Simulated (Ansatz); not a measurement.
**AlNi3: tests of the settings**

The task, for AlNi3: see how the occupation rule and width moves the results.

Program: Ansatz 0.2.0. Level of theory: DFT PBEsol, scalar-relativistic, plane waves, PAW. These are calculated values, not measurements.

2 further runs of the same task are left out: 1 for a known fault of the program, 1 set aside as unsound or not needed. Runs told in other sessions of the task aren't counted.

### Step 1. The starting structure

The structure is cubic, space group Fm-3m (No. 225). Conventional cell: a = 5.604 Å, b = 5.604 Å, c = 5.604 Å, α = 90.00°, β = 90.00°, γ = 90.00°. Al (site symmetry m-3m) has 8 Ni at 2.43 Å in its first shell of neighbours. Ni (site symmetry -43m) is surrounded by 4 Al at 2.43 Å and 4 Ni at 2.43 Å. Around Ni (site symmetry m-3m) lie 8 Ni at 2.43 Å.

Coordinates:

```
Al Ni
1.0
     0.00000    2.80189    2.80189
     2.80189    0.00000    2.80189
     2.80189    2.80189    0.00000
Al Ni
1 3
Direct
  0.50000 0.50000 0.50000
  0.25000 0.25000 0.25000
  0.00000 0.00000 0.00000
  0.75000 0.75000 0.75000
```

The structure comes from the Materials Project (structure only); it is used as listed.

### Step 2. The base input

input.yaml reads:

```yaml
crystal:
  lattice:
    - [0.0, 2.8018887551, 2.8018887551]
    - [2.8018887551, 0.0, 2.8018887551]
    - [2.8018887551, 2.8018887551, 0.0]
  atoms:
    - { symbol: Al, position: [0.5, 0.5, 0.5] }
    - { symbol: Ni, position: [0.25, 0.25, 0.25] }
    - { symbol: Ni, position: [0.0, 0.0, 0.0] }
    - { symbol: Ni, position: [0.75, 0.75, 0.75] }
basis:
  ecutwfc: 420
kpoints:
  mp_grid: { grid: [14, 14, 14] }
hamiltonian:
  xc: pbesol
scf:
  occupations: { method: gaussian, width: 0.1 }
output:
  forces: true
  stress: true
  eigenvalues: true
  populations: true
  write_density: true
  write_potential: true
  elf: true
  volumetric_format: npy
```

It was run beforehand and gave: -4485.2501 eV/atom at zero smearing, pressure -0.74 GPa, largest force 0.000 eV/Å, no gap on the mesh, in 7 SCF cycles and 21 s.

### Step 3. Occupation rule and width: Gaussian 0.01 eV

input.yaml reads:

```yaml
crystal:
  lattice:
    - [0.0, 2.8018887551, 2.8018887551]
    - [2.8018887551, 0.0, 2.8018887551]
    - [2.8018887551, 2.8018887551, 0.0]
  atoms:
    - { symbol: Al, position: [0.5, 0.5, 0.5] }
    - { symbol: Ni, position: [0.25, 0.25, 0.25] }
    - { symbol: Ni, position: [0.0, 0.0, 0.0] }
    - { symbol: Ni, position: [0.75, 0.75, 0.75] }
basis:
  ecutwfc: 420
kpoints:
  mp_grid: { grid: [14, 14, 14] }
hamiltonian:
  xc: pbesol
scf:
  occupations: { method: gaussian, width: 0.01 }
output:
  forces: true
  stress: true
  eigenvalues: true
```

On the command line:

```bash
$ ansatz run input.yaml --threads 1 --pin off --max-ram 2560MiB --backend cpu --events-out ev --progress --plain --runs-dir out
```

### Step 4. Occupation rule and width set to Fermi–Dirac 0.01 eV

Changes to input.yaml since step 3:

```diff
@@ -17,3 +17,3 @@
 scf:
-  occupations: { method: gaussian, width: 0.01 }
+  occupations: { method: fermi_dirac, width: 0.01 }
 output:
```

### Step 5. Occupation rule and width: Fermi–Dirac 0.05 eV

Changes to input.yaml since step 4:

```diff
@@ -17,3 +17,3 @@
 scf:
-  occupations: { method: fermi_dirac, width: 0.01 }
+  occupations: { method: fermi_dirac, width: 0.05 }
 output:
```

### Step 6. Occupation rule and width set to Fermi–Dirac 0.2 eV

Changes to input.yaml since step 5:

```diff
@@ -17,3 +17,3 @@
 scf:
-  occupations: { method: fermi_dirac, width: 0.05 }
+  occupations: { method: fermi_dirac, width: 0.2 }
 output:
```

### Step 7. Occupation rule and width set to Methfessel–Paxton 0.01 eV

Changes to input.yaml since step 6:

```diff
@@ -17,3 +17,3 @@
 scf:
-  occupations: { method: fermi_dirac, width: 0.2 }
+  occupations: { method: methfessel_paxton, width: 0.01 }
 output:
```

### Step 8. Occupation rule and width: Methfessel–Paxton 0.05 eV

Changes to input.yaml since step 7:

```diff
@@ -17,3 +17,3 @@
 scf:
-  occupations: { method: methfessel_paxton, width: 0.01 }
+  occupations: { method: methfessel_paxton, width: 0.05 }
 output:
```

### Step 9. Occupation rule and width: Methfessel–Paxton 0.3 eV

Changes to input.yaml since step 8:

```diff
@@ -17,3 +17,3 @@
 scf:
-  occupations: { method: methfessel_paxton, width: 0.05 }
+  occupations: { method: methfessel_paxton, width: 0.3 }
 output:
```

### Step 10. Occupation rule and width: Methfessel–Paxton 0.5 eV

Changes to input.yaml since step 9:

```diff
@@ -17,3 +17,3 @@
 scf:
-  occupations: { method: methfessel_paxton, width: 0.3 }
+  occupations: { method: methfessel_paxton, width: 0.5 }
 output:
```

### Step 11. Occupation rule and width: cold 0.01 eV

Changes to input.yaml since step 10:

```diff
@@ -17,3 +17,3 @@
 scf:
-  occupations: { method: methfessel_paxton, width: 0.5 }
+  occupations: { method: cold, width: 0.01 }
 output:
```

### Step 12. Occupation rule and width set to cold 0.02 eV

Changes to input.yaml since step 11:

```diff
@@ -17,3 +17,3 @@
 scf:
-  occupations: { method: cold, width: 0.01 }
+  occupations: { method: cold, width: 0.02 }
 output:
```

### Step 13. Occupation rule and width: cold 0.1 eV

Changes to input.yaml since step 12:

```diff
@@ -17,3 +17,3 @@
 scf:
-  occupations: { method: cold, width: 0.02 }
+  occupations: { method: cold, width: 0.1 }
 output:
```

### Step 14. Occupation rule and width set to tetrahedron

Changes to input.yaml since step 13:

```diff
@@ -17,3 +17,3 @@
 scf:
-  occupations: { method: cold, width: 0.1 }
+  occupations: { method: tetrahedron }
 output:
```

(Steps that only read results are left out.)

Q: Predict the outcome of the series: the values and the trend.

As calculated:

| quantity | value |
| --- | --- |
| largest energy shift, occupation rule and width | 8.52 meV/atom at Methfessel–Paxton 0.5 |

**Reading.** Smearing shifts the free energy by as much as 55.9 meV/atom (Fermi–Dirac 0.2); extrapolating to zero width leaves 8.52 at most. For the widths that shift F most, the extrapolation takes out most of the shift. In a metal, forces and stress under tetrahedra need not match the slope of their energy. The final runs have no spin polarisation, so a magnetic state may lie lower.
